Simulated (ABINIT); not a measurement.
# SnSe (Fm-3m) in ABINIT: further runs

The runs below take SnSe through equation of state, band structure, with PBEsol, LDA-PZ.

Everything below comes from runs of ABINIT 10.8.3 (patched build). Logs are shortened: lines on timing, memory, paths and dates and some standing lists are left out, and cuts for length are marked. The log counts tension as positive stress, the text compression.

## (1) Starting point

Symmetry: Fm-3m, No. 225, cubic system. The conventional cell has a = 6.020 Å, b = 6.020 Å, c = 6.020 Å, α = 90.00°, β = 90.00°, γ = 90.00°. Sn (site symmetry m-3m) is surrounded by 6 Se at 3.01 Å. Around Se (site symmetry m-3m) lie 6 Sn at 3.01 Å.

Measurements of this composition are mostly on another form, of space group No. 62.

## (2) Equation of state, PBEsol

run.abi

```
# Datasets: one volume each
ndtset 7
getwfk -1
scalecart1 3*0.9795861087
scalecart2 3*0.9864848297
scalecart3 3*0.9932883884
scalecart4 3*1.0000000000
scalecart5 3*1.0066227096
scalecart6 3*1.0131594038
scalecart7 3*1.0196128224

# Pseudopotentials
pp_dirpath "./"
pseudos "Sn.GGA_PBE-JTH.xml, Se.GGA_PBE-JTH.xml"

# Structure
acell 3*1.0 Angstrom
rprim
     0.0000000000     3.0100000000     3.0100000000
     3.0100000000     0.0000000000     3.0100000000
     3.0100000000     3.0100000000     0.0000000000
ntypat 2
znucl 50 34
natom 2
typat 1 2
xred
     0.0000000000     0.0000000000     0.0000000000
     0.5000000000     0.5000000000     0.5000000000

# Plane-wave basis
ecut 22.0
pawecutdg 44.0

# k points
kptopt 1
ngkpt 8 8 8
nshiftk 1
shiftk 0.0 0.0 0.0

# Exchange and correlation
ixc -116133

# Bands and occupations
nband 14
occopt 3
tsmear 0.05 eV

# SCF cycle
nstep 100
tolvrs 1.0e-9

# Output
iomode 3
prtwf 1
prtden 0
prteig 0
prtebands 0
enunit 2
```

Potentials or basis: JTH PAW PBE v2.0.

Command:

```bash
> abinit run.abi > log 2>&1
```

run.abo:

```text
.Version 10.8.3 of ABINIT
 DATASET    1 : space group Fm -3 m (#225); Bravais cF (face-center cubic)
================================================================================
 Values of the parameters that define the memory need for DATASET  1.
     intxc =       0    ionmov =       0      iscf =      17    lmnmax =      18
     lnmax =       6     mgfft =      36  mpssoang =       3    mqgrid =    3001
     natom =       2  nloc_mem =       2    nspden =       1   nspinor =       1
    nsppol =       1      nsym =      48    n1xccc =       1    ntypat =       2
    occopt =       3   xclevel =       2
       mpw =        1727          nfft =       46656          nkpt =          29
 PAW method is used; the additional fine FFT grid is defined by:
   mgfftf=        48    nfftf =    110592
================================================================================
================================================================================
[... 71 lines left out ...]
 DATASET    7 : space group Fm -3 m (#225); Bravais cF (face-center cubic)
================================================================================
 Values of the parameters that define the memory need for DATASET  7.
     intxc =       0    ionmov =       0      iscf =      17    lmnmax =      18
     lnmax =       6     mgfft =      36  mpssoang =       3    mqgrid =    3001
     natom =       2  nloc_mem =       2    nspden =       1   nspinor =       1
    nsppol =       1      nsym =      48    n1xccc =       1    ntypat =       2
    occopt =       3   xclevel =       2
       mpw =        1936          nfft =       46656          nkpt =          29
 PAW method is used; the additional fine FFT grid is defined by:
   mgfftf=        50    nfftf =    125000
================================================================================
================================================================================

--------------------------------------------------------------------------------
------------- Echo of variables that govern the present computation ------------
--------------------------------------------------------------------------------
 -outvars: echo values of preprocessed input variables --------
            acell      1.8897261259E+00  1.8897261259E+00  1.8897261259E+00 Bohr
              amu      1.18710000E+02  7.89600000E+01
             ecut      2.20000000E+01 Hartree
           enunit           2
           getwfk          -1
              ixc     -116133
           jdtset        1    2    3    4    5    6    7
         kptrlatt        8    0    0      0    8    0      0    0    8
          kptrlen1     6.30395299E+01
          kptrlen2     6.34834848E+01
          kptrlen3     6.39213158E+01
          kptrlen4     6.43532297E+01
          kptrlen5     6.47794225E+01
          kptrlen6     6.52000798E+01
          kptrlen7     6.56153782E+01
            natom           2
            nband          14
           ndtset           7
            ngfft          36      36      36
          ngfftdg1         48      48      48
          ngfftdg2         48      48      48
          ngfftdg3         48      48      48
          ngfftdg4         50      50      50
          ngfftdg5         50      50      50
          ngfftdg6         50      50      50
          ngfftdg7         50      50      50
             nkpt          29
            nstep         100
             nsym          48
           ntypat           2
           occopt           3
        pawecutdg      4.40000000E+01 Hartree
         pawxcdev           0
           prtden           0
        prtebands           0
           prteig           0
            rprim1     0.0000000000E+00  2.9485541872E+00  2.9485541872E+00
                       2.9485541872E+00  0.0000000000E+00  2.9485541872E+00
                       2.9485541872E+00  2.9485541872E+00  0.0000000000E+00
            rprim2     0.0000000000E+00  2.9693193374E+00  2.9693193374E+00
                       2.9693193374E+00  0.0000000000E+00  2.9693193374E+00
                       2.9693193374E+00  2.9693193374E+00  0.0000000000E+00
            rprim3     0.0000000000E+00  2.9897980491E+00  2.9897980491E+00
                       2.9897980491E+00  0.0000000000E+00  2.9897980491E+00
                       2.9897980491E+00  2.9897980491E+00  0.0000000000E+00
            rprim4     0.0000000000E+00  3.0100000000E+00  3.0100000000E+00
                       3.0100000000E+00  0.0000000000E+00  3.0100000000E+00
                       3.0100000000E+00  3.0100000000E+00  0.0000000000E+00
            rprim5     0.0000000000E+00  3.0299343559E+00  3.0299343559E+00
                       3.0299343559E+00  0.0000000000E+00  3.0299343559E+00
                       3.0299343559E+00  3.0299343559E+00  0.0000000000E+00
            rprim6     0.0000000000E+00  3.0496098054E+00  3.0496098054E+00
                       3.0496098054E+00  0.0000000000E+00  3.0496098054E+00
                       3.0496098054E+00  3.0496098054E+00  0.0000000000E+00
            rprim7     0.0000000000E+00  3.0690345954E+00  3.0690345954E+00
                       3.0690345954E+00  0.0000000000E+00  3.0690345954E+00
                       3.0690345954E+00  3.0690345954E+00  0.0000000000E+00
          spgroup         225
           tolvrs      1.00000000E-09
           tsmear      1.83746611E-03 Hartree
            typat      1  2
           useylm           1
           xangst1     0.0000000000E+00  0.0000000000E+00  0.0000000000E+00
                       2.9485541872E+00  2.9485541872E+00  2.9485541872E+00
           xangst2     0.0000000000E+00  0.0000000000E+00  0.0000000000E+00
                       2.9693193374E+00  2.9693193374E+00  2.9693193374E+00
           xangst3     0.0000000000E+00  0.0000000000E+00  0.0000000000E+00
                       2.9897980491E+00  2.9897980491E+00  2.9897980491E+00
           xangst4     0.0000000000E+00  0.0000000000E+00  0.0000000000E+00
                       3.0100000000E+00  3.0100000000E+00  3.0100000000E+00
           xangst5     0.0000000000E+00  0.0000000000E+00  0.0000000000E+00
                       3.0299343559E+00  3.0299343559E+00  3.0299343559E+00
           xangst6     0.0000000000E+00  0.0000000000E+00  0.0000000000E+00
                       3.0496098054E+00  3.0496098054E+00  3.0496098054E+00
           xangst7     0.0000000000E+00  0.0000000000E+00  0.0000000000E+00
                       3.0690345954E+00  3.0690345954E+00  3.0690345954E+00
            xcart1     0.0000000000E+00  0.0000000000E+00  0.0000000000E+00
                       5.5719598812E+00  5.5719598812E+00  5.5719598812E+00
            xcart2     0.0000000000E+00  0.0000000000E+00  0.0000000000E+00
                       5.6112003280E+00  5.6112003280E+00  5.6112003280E+00
            xcart3     0.0000000000E+00  0.0000000000E+00  0.0000000000E+00
                       5.6498994845E+00  5.6498994845E+00  5.6498994845E+00
            xcart4     0.0000000000E+00  0.0000000000E+00  0.0000000000E+00
                       5.6880756390E+00  5.6880756390E+00  5.6880756390E+00
            xcart5     0.0000000000E+00  0.0000000000E+00  0.0000000000E+00
                       5.7257461121E+00  5.7257461121E+00  5.7257461121E+00
            xcart6     0.0000000000E+00  0.0000000000E+00  0.0000000000E+00
                       5.7629273232E+00  5.7629273232E+00  5.7629273232E+00
            xcart7     0.0000000000E+00  0.0000000000E+00  0.0000000000E+00
                       5.7996348563E+00  5.7996348563E+00  5.7996348563E+00
             xred      0.0000000000E+00  0.0000000000E+00  0.0000000000E+00
                       5.0000000000E-01  5.0000000000E-01  5.0000000000E-01
            znucl       50.00000   34.00000

================================================================================

 chkinp: Checking input parameters for consistency, jdtset=   1.

 chkinp: Checking input parameters for consistency, jdtset=   2.

 chkinp: Checking input parameters for consistency, jdtset=   3.

 chkinp: Checking input parameters for consistency, jdtset=   4.
[... 27 lines left out ...]
 getcut: wavevector=  0.0000  0.0000  0.0000  ngfft=  36  36  36
         ecut(hartree)=     22.000   => boxcut(ratio)=   2.16373

 Fine grid specifications (used for densities):

 getcut: wavevector=  0.0000  0.0000  0.0000  ngfft=  48  48  48
         ecut(hartree)=     44.000   => boxcut(ratio)=   2.03998

--- Pseudopotential description ------------------------------------------------
- pspini: atom type   1  psp file is ./Sn.GGA_PBE-JTH.xml
 Pseudopotential format is: paw10
 basis_size (lnmax)=  6 (lmn_size= 18), orbitals=   0   0   1   1   2   2
 Spheres core radius: rc_sph= 2.51086398
 Shapefunction is BESSEL type: shapef(r,l)=aa(1,l)*jl(q(1,l)*r)+aa(2,l)*jl(q(2,l)*r)
 Radius for shape functions =  1.40702157
 Compensation charge density is not taken into account in XC energy/potential

- pspini: atom type   2  psp file is ./Se.GGA_PBE-JTH.xml
 Pseudopotential format is: paw10
 basis_size (lnmax)=  4 (lmn_size=  8), orbitals=   0   0   1   1
 Spheres core radius: rc_sph= 2.21132333
 Shapefunction is BESSEL type: shapef(r,l)=aa(1,l)*jl(q(1,l)*r)+aa(2,l)*jl(q(2,l)*r)
 Radius for shape functions =  2.00656599
 Compensation charge density is not taken into account in XC energy/potential

   1.13831898E+03                                ecore*ucvol(ha*bohr**3)
--------------------------------------------------------------------------------

[... 7 lines left out ...]

     iter   Etot(hartree)      deltaE(h)  residm     nres2
 ETOT  1  -79.259035577592    -7.926E+01 1.064E-01 1.624E+00
 ETOT  2  -79.327855683594    -6.882E-02 4.566E-03 1.974E-01
 ETOT  3  -79.327631630507     2.241E-04 1.744E-04 4.579E-02
 ETOT  4  -79.327630170159     1.460E-06 1.533E-04 1.467E-03
 ETOT  5  -79.327635066243    -4.896E-06 4.337E-05 1.298E-04
 ETOT  6  -79.327635400607    -3.344E-07 3.735E-05 4.241E-06
 ETOT  7  -79.327635415733    -1.513E-08 2.444E-05 6.745E-07
 ETOT  8  -79.327635416053    -3.194E-10 2.186E-05 2.565E-08
 ETOT  9  -79.327635416044     9.081E-12 1.361E-05 1.748E-09
 ETOT 10  -79.327635416044    -5.684E-14 1.217E-05 1.391E-10
[... 1241 lines left out ...]
 Cartesian components of stress tensor (hartree/bohr^3)
  sigma(1 1)=  1.48619191E-04  sigma(3 2)=  0.00000000E+00
  sigma(2 2)=  1.48619191E-04  sigma(3 1)=  0.00000000E+00
  sigma(3 3)=  1.48619191E-04  sigma(2 1)=  0.00000000E+00

-Cartesian components of stress tensor (GPa)         [Pressure= -4.3725E+00 GPa]
- sigma(1 1)=  4.37252755E+00  sigma(3 2)=  0.00000000E+00
- sigma(2 2)=  4.37252755E+00  sigma(3 1)=  0.00000000E+00
- sigma(3 3)=  4.37252755E+00  sigma(2 1)=  0.00000000E+00

== END DATASET(S) ==============================================================
================================================================================

 -outvars: echo values of variables after computation  --------
            acell      1.8897261259E+00  1.8897261259E+00  1.8897261259E+00 Bohr
           etotal1    -7.9327635416E+01
           etotal2    -7.9327837179E+01
           etotal3    -7.9327739553E+01
           etotal4    -7.9327357628E+01
           etotal5    -7.9326763773E+01
           etotal6    -7.9325956957E+01
           etotal7    -7.9324958086E+01
            fcart1    -0.0000000000E+00 -0.0000000000E+00 -0.0000000000E+00
                      -0.0000000000E+00 -0.0000000000E+00 -0.0000000000E+00
            fcart2    -0.0000000000E+00 -0.0000000000E+00 -0.0000000000E+00
                      -0.0000000000E+00 -0.0000000000E+00 -0.0000000000E+00
            fcart3    -0.0000000000E+00 -0.0000000000E+00 -0.0000000000E+00
                      -0.0000000000E+00 -0.0000000000E+00 -0.0000000000E+00
            fcart4    -0.0000000000E+00 -0.0000000000E+00 -0.0000000000E+00
                      -0.0000000000E+00 -0.0000000000E+00 -0.0000000000E+00
            fcart5    -0.0000000000E+00 -0.0000000000E+00 -0.0000000000E+00
                      -0.0000000000E+00 -0.0000000000E+00 -0.0000000000E+00
            fcart6    -0.0000000000E+00 -0.0000000000E+00 -0.0000000000E+00
                      -0.0000000000E+00 -0.0000000000E+00 -0.0000000000E+00
            fcart7    -0.0000000000E+00 -0.0000000000E+00 -0.0000000000E+00
                      -0.0000000000E+00 -0.0000000000E+00 -0.0000000000E+00
            rprim1     0.0000000000E+00  2.9485541872E+00  2.9485541872E+00
[... 30 lines left out ...]
           strten6     1.2386583047E-04  1.2386583047E-04  1.2386583047E-04
                       0.0000000000E+00  0.0000000000E+00  0.0000000000E+00
           strten7     1.4861919058E-04  1.4861919058E-04  1.4861919058E-04
                       0.0000000000E+00  0.0000000000E+00  0.0000000000E+00
           xangst1     0.0000000000E+00  0.0000000000E+00  0.0000000000E+00
                       2.9485541872E+00  2.9485541872E+00  2.9485541872E+00
           xangst2     0.0000000000E+00  0.0000000000E+00  0.0000000000E+00
                       2.9693193374E+00  2.9693193374E+00  2.9693193374E+00
           xangst3     0.0000000000E+00  0.0000000000E+00  0.0000000000E+00
                       2.9897980491E+00  2.9897980491E+00  2.9897980491E+00
           xangst4     0.0000000000E+00  0.0000000000E+00  0.0000000000E+00
                       3.0100000000E+00  3.0100000000E+00  3.0100000000E+00
           xangst5     0.0000000000E+00  0.0000000000E+00  0.0000000000E+00
                       3.0299343559E+00  3.0299343559E+00  3.0299343559E+00
           xangst6     0.0000000000E+00  0.0000000000E+00  0.0000000000E+00
                       3.0496098054E+00  3.0496098054E+00  3.0496098054E+00
           xangst7     0.0000000000E+00  0.0000000000E+00  0.0000000000E+00
                       3.0690345954E+00  3.0690345954E+00  3.0690345954E+00
             xred      0.0000000000E+00  0.0000000000E+00  0.0000000000E+00
                       5.0000000000E-01  5.0000000000E-01  5.0000000000E-01
 Calculation completed.
```

It took 2.3 min on 1 thread of Arm Neoverse V2, shared host; peak memory 0.16 GiB.

Results:

```yaml
Equilibrium_volume: 26.26 Å³/atom
Bulk_modulus: 57 GPa
Pressure_derivative_of_the_bulk_modulus: "5.1 (rough: it moves with the points fitted)"
```

Energy against volume, from the lowest point:
```csv
volume (Å³/atom),energy (meV/atom)
25.635,2.75
26.180,0.00
26.725,1.33
27.271,6.52
27.816,14.60
28.362,25.58
28.907,39.17
```

Caveat: pressures at fixed basis lie under the slope of the energies; the PAW data sets were made with another functional, which shifts forces and pressure a little.

(Part 1 of 2 ends here.)
